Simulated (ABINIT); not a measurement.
Zr:

```
Zr
1.0
     3.23200    0.00000    0.00000
    -1.61600    2.79899    0.00000
     0.00000    0.00000    5.14700
Zr
2
Direct
  0.66667 0.33333 0.75000
  0.33333 0.66667 0.25000
```

Base run:

```yaml
Program: ABINIT 10.8.3 (patched build)
Functional: PBE
Potentials_or_basis: SPMS NC PBE v1.0
Cutoff: 626 eV
k_mesh: 16 × 16 × 8, shifted
Occupations: fermi-dirac, width 0.136 eV
Spin: no spin polarisation
```

Its results: pressure 0.8 GPa.

The run is repeated on the same cell with these changes: potentials or basis from SPMS NC PBE v1.0 to PseudoDojo NC SR PBE v0.5 stringent; cutoff from 626 eV to 789 eV; occupations from fermi-dirac, width 0.136 eV to cold (ABINIT), width 0.136 eV. What comes out?

Pressure 0.1 GPa.

Not every run made on this cell is shown here.
